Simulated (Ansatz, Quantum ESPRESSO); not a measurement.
# 2H-WS2, layer by layer, part 6 of 8

What does each added layer of 2H-WS2 bring in screening, and what does it do to the gap?

Quantum ESPRESSO 7.5; plane-wave DFT, PBE, GBRV ultrasoft pseudopotentials; geometry by Ansatz 0.2.0 with PAW datasets.

So far. Step 13 (Electrostatic potential, 2 layers): The slope in the vacuum is 0.100 eV/Å for an applied 0.10 V/Å, as it should be. Step 14 (Band structure, 2 layers: no field): Along this path the valence top lies at Γ and the conduction bottom between K and Γ.

### Step 16. Relaxation with Ansatz, 3 layers

Level of this step: plane-wave DFT, PBE-D3(BJ), Ansatz PAW (Ansatz 0.2.0).

System of this step: 2H-WS2, 3 layers, AA' stacking. The cell holds 9 atoms: 6 S and 3 W. Its edges and angles: a = 3.180 Å, b = 3.180 Å, c = 34.027 Å, α = 90.0°, β = 90.0°, γ = 120.0°. It derives from WS2. Vacuum lies along c.

Contents of input.yaml:

```yaml
crystal:
  lattice:
    - [3.18, 0.0, 0.0]
    - [-1.59, 2.753960784, 0.0]
    - [0.0, 0.0, 34.0268606973]
  atoms:
    - { symbol: S, position: [0.3333333333, 0.6666666667, 0.2498026508] }
    - { symbol: W, position: [0.0, 0.0, 0.3008743653] }
    - { symbol: S, position: [0.3333333333, 0.6666666667, 0.3519460799] }
    - { symbol: S, position: [0.0, 0.0, 0.4489282855] }
    - { symbol: W, position: [0.3333333333, 0.6666666667, 0.5] }
    - { symbol: S, position: [0.0, 0.0, 0.5510717145] }
    - { symbol: S, position: [0.3333333333, 0.6666666667, 0.6480539201] }
    - { symbol: W, position: [0.0, 0.0, 0.6991256347] }
    - { symbol: S, position: [0.3333333333, 0.6666666667, 0.7501973492] }
kpoints:
  mp_grid: { grid: [12, 12, 1] }
hamiltonian:
  xc: pbe
  dispersion: d3bj
scf:
  occupations: { method: fermi_dirac, width: 0.05 }
  convergence: { dr2_threshold: 1.0e-08 }
efield:
  axis: 3
  dipole_correction: true
  ramp_position: 0.97
  ramp_width: 0.04
relax:
  f_tol: 0.01
  cell: { fix: [c, alpha, beta] }
output:
  write_potential: true
  write_density: true
  volumetric_format: npy
```

Command:

```
> ansatz run input.yaml --threads 4 --pin off --max-ram 8192MiB --backend cpu --events-out ev --progress --plain --runs-dir out
```

Numbers of over 12 decimals in the logs are rounded to 6 here.

What it wrote:

```text
[...]
Crystal: 9 atoms, lattice volume = 297.993 Å³
Basis set: ecut = 420 eV, 5885 PW (Γ), exchange–correlation on 48×48×480 points (8 copies of the dense FFT grid, shifted against one another)
Bands: 48, of which v1, the nominal top of the filled ones, is band 39 counted from 1 (38 counted from 0)
Symmetry: 6 space group operations
k-points: 19 of 144 (time reversal used)
[...]
SCF iter   1: F=—  HF=-36576.072028 eV  |F-HF|=—  |Δ(HF+E_count)|=         —  Δρ=4.03e-3  dr2=1.08e-1  ethr=1.77e-3  p=0.000 e·Å  D=2.80e-4 V/Å  ΔV_dip=-0.01 eV  dr2_dipole=5.81e-6  V_vac-E_F(+/−)=4.94/4.95 eV  ⟨swp⟩=8.2  Hψ=4344  notcnv=0
[...]
SCF iter  10: F=-36576.087243 eV  HF=-36576.087243 eV  |F-HF|=2.02e-9  |Δ(HF+E_count)|=   2.76e-8  Δρ=7.64e-7  dr2=4.64e-9  ethr=1.28e-11  p=-0.000 e·Å  D=-8.53e-7 V/Å  ΔV_dip=0.00 eV  dr2_dipole=5.56e-11  V_vac-E_F(+/−)=4.96/4.96 eV  ⟨swp⟩=10.4  Hψ=6735  notcnv=0
SCF 1 converged in 10 iterations: F = -36576.087243 eV  dr2 = 4.64e-9
[...]
relax step   1: F+E_penalty+E_count = -36576.08724265 eV  Δ(F+E_penalty+E_count) = +0.000e0 eV  max|allowed force component| = 2.682e0 eV/Å  Δτ_max = 0.0000 Å  P = -9.031 GPa  Ω = 297.993 Å³  fix = [c, alpha, beta]  reactions: c -15.601 GPa  (10 SCF iters, accepted)
Crystal: 9 atoms, lattice volume = 292.598 Å³
Basis set: ecut = 420 eV, 5645 PW (Γ), exchange–correlation on 48×48×480 points (8 copies of the dense FFT grid, shifted against one another)
[...]
SCF iter  10: F=-36577.472590 eV  HF=-36577.472590 eV  |F-HF|=8.37e-10  |Δ(HF+E_count)|=   1.46e-8  Δρ=8.49e-7  dr2=3.45e-9  ethr=1.28e-11  p=-0.000 e·Å  D=-4.33e-8 V/Å  ΔV_dip=0.00 eV  dr2_dipole=1.86e-12  V_vac-E_F(+/−)=4.68/4.68 eV  ⟨swp⟩=9.4  Hψ=7359  notcnv=0
SCF 2 converged in 10 iterations: F = -36577.472590 eV  dr2 = 3.45e-9
[...]
relax step   2: F+E_penalty+E_count = -36577.47259037 eV  Δ(F+E_penalty+E_count) = -1.385e0 eV  max|allowed force component| = 6.711e-1 eV/Å  Δτ_max = 0.1949 Å  P = +1.603 GPa  Ω = 292.598 Å³  energy of the carried Pulay correction = +4.455e-4 eV  fix = [c, alpha, beta]  reactions: c +2.185 GPa  (10 SCF iters, accepted)
Crystal: 9 atoms, lattice volume = 293.298 Å³
Basis set: ecut = 420 eV, 5657 PW (Γ), exchange–correlation on 48×48×480 points (8 copies of the dense FFT grid, shifted against one another)
[...]
SCF iter  10: F=-36577.567326 eV  HF=-36577.567326 eV  |F-HF|=9.90e-10  |Δ(HF+E_count)|=   3.29e-9  Δρ=7.40e-7  dr2=3.10e-9  ethr=1.28e-11  p=0.000 e·Å  D=8.08e-7 V/Å  ΔV_dip=-0.00 eV  dr2_dipole=2.85e-12  V_vac-E_F(+/−)=4.73/4.73 eV  ⟨swp⟩=10.9  Hψ=6974  notcnv=0
SCF 3 converged in 10 iterations: F = -36577.567326 eV  dr2 = 3.10e-9
relax step   3: F+E_penalty+E_count = -36577.56732607 eV  Δ(F+E_penalty+E_count) = -9.474e-2 eV  max|allowed force component| = 1.818e-1 eV/Å  Δτ_max = 0.1927 Å  P = -0.775 GPa  Ω = 293.298 Å³  energy of the carried Pulay correction = +3.872e-4 eV  fix = [c, alpha, beta]  reactions: c -1.671 GPa  (10 SCF iters, accepted)
[...]
relax step   4: F+E_penalty+E_count = -36577.61675441 eV  Δ(F+E_penalty+E_count) = -4.943e-2 eV  max|allowed force component| = 1.009e-1 eV/Å  Δτ_max = 0.1948 Å  P = -0.452 GPa  Ω = 292.990 Å³  energy of the carried Pulay correction = +4.128e-4 eV  fix = [c, alpha, beta]  reactions: c -1.152 GPa  (10 SCF iters, accepted)
[...]
relax step   5: F+E_penalty+E_count = -36577.65211116 eV  Δ(F+E_penalty+E_count) = -3.536e-2 eV  max|allowed force component| = 2.942e-2 eV/Å  Δτ_max = 0.1905 Å  P = -0.223 GPa  Ω = 293.396 Å³  energy of the carried Pulay correction = +3.791e-4 eV  fix = [c, alpha, beta]  reactions: c -0.535 GPa  (11 SCF iters, accepted)
[...]
relax step   6: F+E_penalty+E_count = -36577.66251204 eV  Δ(F+E_penalty+E_count) = -1.040e-2 eV  max|allowed force component| = 4.569e-2 eV/Å  Δτ_max = 0.1944 Å  P = +0.056 GPa  Ω = 293.058 Å³  energy of the carried Pulay correction = +4.072e-4 eV  fix = [c, alpha, beta]  reactions: c -0.004 GPa  (11 SCF iters, accepted)
[...]
relax step   7: F+E_penalty+E_count = -36577.66368877 eV  Δ(F+E_penalty+E_count) = -1.177e-3 eV  max|allowed force component| = 1.111e-2 eV/Å  Δτ_max = 0.0319 Å  P = +0.026 GPa  Ω = 293.531 Å³  energy of the carried Pulay correction = +3.679e-4 eV  fix = [c, alpha, beta]  reactions: c +0.062 GPa  (8 SCF iters, accepted)
[...]
relax step   8: F+E_penalty+E_count = -36577.66374545 eV  Δ(F+E_penalty+E_count) = -5.668e-5 eV  max|allowed force component| = 3.284e-3 eV/Å  Δτ_max = 0.0105 Å  P = -0.006 GPa  Ω = 293.453 Å³  energy of the carried Pulay correction = +3.744e-4 eV  fix = [c, alpha, beta]  reactions: c -0.027 GPa  (7 SCF iters, accepted)
[...]
SCF iter   4: F=-36577.663311 eV  HF=-36577.663311 eV  |F-HF|=1.02e-10  |Δ(HF+E_count)|=   1.44e-9  Δρ=4.20e-7  dr2=4.07e-10  ethr=1.28e-11  p=0.000 e·Å  D=1.75e-7 V/Å  ΔV_dip=-0.00 eV  dr2_dipole=1.66e-14  V_vac-E_F(+/−)=4.61/4.61 eV  ⟨swp⟩=13.0  Hψ=6845  notcnv=0
SCF 9 converged in 4 iterations: F = -36577.663311 eV  dr2 = 4.07e-10
relax step   9: F+E_penalty+E_count = -36577.66331103 eV  Δ(F+E_penalty+E_count) = +4.344e-4 eV  max|allowed force component| = 3.226e-3 eV/Å  Δτ_max = 0.0000 Å  P = -0.004 GPa  Ω = 293.453 Å³  fix = [c, alpha, beta]  reactions: c -0.024 GPa  stress off target by 5.89e-3 GPa on what of the cell is left free  SCF on the basis re-selected at this cell (its energy is not comparable with the rows above)  (4 SCF iters)
[...]
SCF converged after 4 iterations
Free energy (F): -36577.663311 eV
[...]
Internal energy: -36577.663310 eV  (E = F + TS)
E sigma→0 (E₀):  -36577.663311 eV
Entropy (-TS):   -0.000001 eV (-0.000 meV/atom)
Fermi energy:    4.519991 eV
Dipole field:    D = 0.000000 V/Å  (p = 0.000000 e·Å, saw-weighted, corrected)
Work function:   Φ+ = 4.6134 eV   Φ− = 4.6134 eV
[...]
--- Forces (eV/Å), atoms counted from 1 ---
  atom   1  S      0.00000000    -0.00000000     0.00280893
  atom   2  W     -0.00000000     0.00000000    -0.00003555
  atom   3  S     -0.00000000    -0.00000000    -0.00236123
  atom   4  S      0.00000000     0.00000000     0.00322599
  atom   5  W     -0.00000000    -0.00000000     0.00001325
  atom   6  S      0.00000000     0.00000000    -0.00316469
  atom   7  S      0.00000000    -0.00000000     0.00230265
  atom   8  W      0.00000000     0.00000000     0.00000854
  atom   9  S      0.00000000    -0.00000000    -0.00279792
  max |Σ_I F_I| component: 2.97e-8 eV/Å
--- Stress (GPa, compression-positive) ---
        0.005895      -0.000000      -0.000000
        0.000000       0.005895      -0.000000
       -0.000000      -0.000000      -0.024100
  P = ⅓ Tr σ = -0.0041 GPa (-0.041 kbar)
--- Band table (eV; the first three rows and the last of 19) ---
  k-point 0: bands = [... 35 lower, 2.0937, 3.0292, 3.6300, 3.9974, 6.3569, 6.3569, 6.3645, 6.3645, ... 5 higher]
  k-point 1: bands = [... 35 lower, 2.3796, 3.0232, 3.5221, 3.7903, 6.2373, 6.2544, 6.2745, 6.2816, ... 5 higher]
  k-point 2: bands = [... 35 lower, 2.3683, 2.8999, 3.1221, 3.2056, 5.6834, 5.8616, 6.0732, 6.1052, ... 5 higher]
  k-point 18: bands = [... 35 lower, 1.1035, 3.3414, 3.4307, 3.5122, 5.3673, 5.3798, 5.3799, 6.2185, ... 5 higher]
--- Relaxed structure (8 steps of the walk, 8 accepted, 1 SCFs on fresh bases) ---
[...]
cell:  # Å, volume = 293.4528 Å³
    - [3.155679, -9.000442789428336e-19, 0]
    - [-1.577840, 2.732898, 0]
    - [0, 0, 34.0268606973]
  atoms:
    - { symbol: S, position: [0.333333, 0.666667, 0.274978] }
    - { symbol: W, position: [4.048847436051776e-17, -2.1701890401338503e-17, 0.321324] }
    - { symbol: S, position: [0.333333, 0.666667, 0.367613] }
    - { symbol: S, position: [9.50005730406125e-18, -2.1701890401338503e-17, 0.453726] }
    - { symbol: W, position: [0.333333, 0.666667, 0.499999] }
    - { symbol: S, position: [-9.505055482297052e-18, -2.170189040133851e-17, 0.546271] }
    - { symbol: S, position: [0.333333, 0.666667, 0.632388] }
    - { symbol: W, position: [-4.0485959042961474e-17, -2.1701890401338503e-17, 0.678678] }
    - { symbol: S, position: [0.333333, 0.666667, 0.725024] }
```

The job ended after 52 s (4 threads of Arm Neoverse V2, shared host; peak memory 0.77 GiB; 3.4 min of CPU time).

Relaxation path:

| step | energy less that of the first step (eV) | largest force component (eV/Å) | pressure (GPa) | volume (Å³) |
| --- | --- | --- | --- | --- |
| 1 | 0.0000 | 2.6816 | -9.03 | 297.99 |
| 2 | -1.3853 | 0.6711 | 1.60 | 292.60 |
| 3 | -1.4801 | 0.1818 | -0.78 | 293.30 |
| 4 | -1.5295 | 0.1009 | -0.45 | 292.99 |
| 5 | -1.5649 | 0.0294 | -0.22 | 293.40 |
| 6 | -1.5753 | 0.0457 | 0.06 | 293.06 |
| 7 | -1.5764 | 0.0111 | 0.03 | 293.53 |
| 8 | -1.5765 | 0.0033 | -0.01 | 293.45 |
| 9* | -1.5761 | 0.0032 | 0.00 | 293.45 |

Relaxation steps marked * repeat the geometry before them on a plane-wave basis chosen anew for their cell, so energy and pressure can jump there.

| cell as run | before | after | change |
| --- | --- | --- | --- |
| a (Å) | 3.180 | 3.156 | -0.8 % |
| b (Å) | 3.180 | 3.156 | -0.8 % |

The atoms that moved most (Å, along periodic axes as changes of fractional coordinates times the final cell, across vacuum about the mean position):

| atom | dx | dy | dz | length |
| --- | --- | --- | --- | --- |
| S1 | 0.000 | 0.000 | 0.857 | 0.857 |
| S9 | 0.000 | 0.000 | -0.857 | 0.857 |
| W2 | 0.000 | 0.000 | 0.696 | 0.696 |
| W8 | 0.000 | 0.000 | -0.696 | 0.696 |
| S3 | 0.000 | 0.000 | 0.533 | 0.533 |
| S7 | 0.000 | 0.000 | -0.533 | 0.533 |
| S6 | 0.000 | 0.000 | -0.163 | 0.163 |
| S4 | 0.000 | 0.000 | 0.163 | 0.163 |

Final coordinates:

```cif
data_structure
_symmetry_space_group_name_H-M 'P 1'
_symmetry_Int_Tables_number 1
_cell_length_a 3.1557
_cell_length_b 3.1557
_cell_length_c 34.0269
_cell_angle_alpha 90.000
_cell_angle_beta 90.000
_cell_angle_gamma 120.000
_cell_volume 293.45
loop_
_atom_site_label
_atom_site_type_symbol
_atom_site_fract_x
_atom_site_fract_y
_atom_site_fract_z
_atom_site_occupancy
S1 S 0.33333 0.66667 0.27498 1
W2 W 0.00000 0.00000 0.32132 1
S3 S 0.33333 0.66667 0.36761 1
S4 S 0.00000 0.00000 0.45373 1
W5 W 0.33333 0.66667 0.50000 1
S6 S 0.00000 0.00000 0.54627 1
S7 S 0.33333 0.66667 0.63239 1
W8 W 0.00000 0.00000 0.67868 1
S9 S 0.33333 0.66667 0.72502 1
```

Numbers from this step:

```
free energy                                                      : -36577.6633 eV
Fermi energy                                                     : 4.520 eV
gap by band count                                                : 1.135 eV
dipole along the normal                                          : 5.11e-8 e·Å
vacuum level at the upper face over a Fermi level inside the gap : 4.613 eV
vacuum level at the lower face over a Fermi level inside the gap : 4.613 eV
```

### Step 17. Ground state, 3 layers: no field

Level of this step: plane-wave DFT, PBE, GBRV ultrasoft pseudopotentials (Quantum ESPRESSO 7.5).

Contents of n3.f0.in:

```
&control
  prefix = 'n3.f0'
  outdir = './out'
  pseudo_dir = './pseudo'
  calculation = 'scf'
  tprnfor = .true.
  tefield = .true.
  dipfield = .true.
/
&system
  ibrav = 0
  nat = 9
  ntyp = 2
  ecutwfc = 40
  ecutrho = 200
  occupations = 'smearing'
  smearing = 'fd'
  degauss = 0.004
  edir = 3
  emaxpos = 0.97
  eopreg = 0.04
  eamp = 0.0
  nbnd = 43
/
&electrons
  conv_thr = 1e-09
  mixing_beta = 0.4
  electron_maxstep = 120
  mixing_mode = 'plain'
/
ATOMIC_SPECIES
  S   32.0600  s_pbe_v1.4.uspp.F.UPF
  W   183.8400  w_pbe_v1.2.uspp.F.UPF
CELL_PARAMETERS angstrom
  3.15567936550449 -0.00000000000000 -0.00000000000000
  -1.57783968275224 2.73289849672525 -0.00000000000000
  -0.00000000000000 -0.00000000000000 34.02686069730000
ATOMIC_POSITIONS crystal
  S   0.333333333333 0.666666666667 0.274977673737
  W   0.000000000000 -0.000000000000 0.321323628745
  S   0.333333333333 0.666666666667 0.367613366582
  S   0.000000000000 -0.000000000000 0.453726420713
  W   0.333333333333 0.666666666667 0.499998737762
  S   -0.000000000000 -0.000000000000 0.546271054888
  S   0.333333333333 0.666666666667 0.632387895861
  W   -0.000000000000 -0.000000000000 0.678677641651
  S   0.333333333333 0.666666666667 0.725023580061
K_POINTS automatic
  12 12 1 0 0 0
```

Command:

```
> OMP_NUM_THREADS=1 mpirun -n 4 pw.x -nk 4 -in n3.f0.in > n3.f0.out
```

What it wrote:

```text
[banner, memory and clock lines left out]
Program PWSCF v.7.5 starts
[...]
number of electrons       =        78.00
     number of Kohn-Sham states=           43
     kinetic-energy cutoff     =      40.0000  Ry
     charge density cutoff     =     200.0000  Ry
[...]
number of k points=    74  Fermi-Dirac smearing, width (Ry)=  0.0040
[...]
Dense  grid:    94903 G-vectors     FFT dimensions: (  27,  27, 300)
[...]
negative rho (up, down):  1.863E-01 0.000E+00
[...]
Starting wfcs are   63 randomized atomic wfcs
[...]
negative rho (up, down):  1.888E-01 0.000E+00
[...]
estimated scf accuracy    <       0.29084416 Ry
[...]
negative rho (up, down):  1.920E-01 0.000E+00
[...]
estimated scf accuracy    <       0.04836629 Ry
[...]
negative rho (up, down):  1.934E-01 0.000E+00
[...]
estimated scf accuracy    <       0.01381277 Ry
[...]
negative rho (up, down):  1.948E-01 0.000E+00
[...]
estimated scf accuracy    <       0.00374907 Ry
[...]
negative rho (up, down):  1.955E-01 0.000E+00
[...]
estimated scf accuracy    <       0.00982140 Ry
[...]
negative rho (up, down):  1.955E-01 0.000E+00
[...]
estimated scf accuracy    <       0.00062569 Ry
[...]
negative rho (up, down):  1.954E-01 0.000E+00
[...]
estimated scf accuracy    <       0.00007565 Ry
[...]
negative rho (up, down):  1.953E-01 0.000E+00
[...]
estimated scf accuracy    <       0.00004041 Ry
[...]
negative rho (up, down):  1.953E-01 0.000E+00
[...]
estimated scf accuracy    <       0.00001126 Ry
[...]
negative rho (up, down):  1.953E-01 0.000E+00
[...]
estimated scf accuracy    <       0.00000880 Ry
[...]
negative rho (up, down):  1.952E-01 0.000E+00
[...]
estimated scf accuracy    <       0.00000309 Ry
[...]
negative rho (up, down):  1.952E-01 0.000E+00
[...]
estimated scf accuracy    <       0.00000006 Ry
[...]
negative rho (up, down):  1.952E-01 0.000E+00
[...]
estimated scf accuracy    <       0.00000014 Ry
[...]
negative rho (up, down):  1.952E-01 0.000E+00
[...]
estimated scf accuracy    <       0.00000001 Ry
[...]
negative rho (up, down):  1.951E-01 0.000E+00
[...]
estimated scf accuracy    <       0.00000002 Ry
[...]
negative rho (up, down):  1.952E-01 0.000E+00
[...]
Total length         61.7294 bohr
[...]
estimated scf accuracy    <       0.00000001 Ry
[...]
negative rho (up, down):  1.951E-01 0.000E+00
[...]
Computed dipole along edir(3) :
        Dipole               -0.0000 Ry au,         -0.0000 Debye
        Dipole field         -0.0000 Ry au,
        Potential amp.        0.0000 Ry
        Total length         61.7294 bohr
[...]
the Fermi energy is     4.5328 ev
!    total energy              =    -622.53255842 Ry
     estimated scf accuracy    <          6.6E-10 Ry
     smearing contrib. (-TS)   =      -0.00000011 Ry
     internal energy E=F+TS    =    -622.53255831 Ry
[...]
one-electron contribution =   -6368.17732029 Ry
     hartree contribution      =    3194.75680171 Ry
     xc contribution           =    -174.71232165 Ry
     ewald contribution        =    2725.60028192 Ry
     electric field correction =       0.00000000 Ry
     convergence has been achieved in  17 iterations
     negative rho (up, down):  1.951E-01 0.000E+00
[...]
Total force =     0.009418     Total SCF correction =     0.000170
[...]
```

The job ended after 4.6 min (4 MPI ranks; peak memory 1.4 GiB; 18 min of CPU time).

Read from the output:

```
free energy                          : -8469.9869 eV
Fermi energy                         : 4.533 eV
dipole along the normal              : 0 e·Å
valence top, on the run's zero       : 4.012 eV
conduction bottom, on the run's zero : 5.151 eV
gap by band count                    : 1.139 eV
```

### Step 18. Electrostatic potential, 3 layers

Contents of n3.f0.pot.in:

```
&inputpp
  prefix = 'n3.f0'
  outdir = './out'
  filplot = 'n3.f0.pot.dat'
  plot_num = 11
/
```

Command:

```
> OMP_NUM_THREADS=1 mpirun -n 4 pp.x -in n3.f0.pot.in > n3.f0.pot.out
```

Elapsed: 1.1 s, on 4 MPI ranks; peak memory 0.18 GiB; 4.1 s of CPU time.

This step gave:

| Quantity | Value |
| --- | --- |
| slope of the potential above | 4.57e-5 eV/Å |
| upper vacuum line continued to the top atoms, over the valence top | 5.135 eV |
| slope of the potential below | -4.30e-5 eV/Å |
| lower vacuum line continued to the bottom atoms, over the valence top | 5.135 eV |
| vacuum level at the upper face over the valence top of the mesh | 5.135 eV |
| vacuum level at the lower face over the valence top of the mesh | 5.135 eV |

(Part 6 of 8 ends here.)

[Logs are printed without paths, hosts, clocks, repeated set-up lines and the standing remarks that a program may print on its own settings, such as how far it seeks lower states.]

[Hosts, paths, dates, database ids (printed as entryN), source tags and the programs' standing remarks are cut or masked in the printed files.]

[Maps of the electrostatic potential energy from Ansatz leave out the sawtooth potential of an applied field or a dipole correction, so their vacuum need not be flat; planar profiles and work functions include it.]
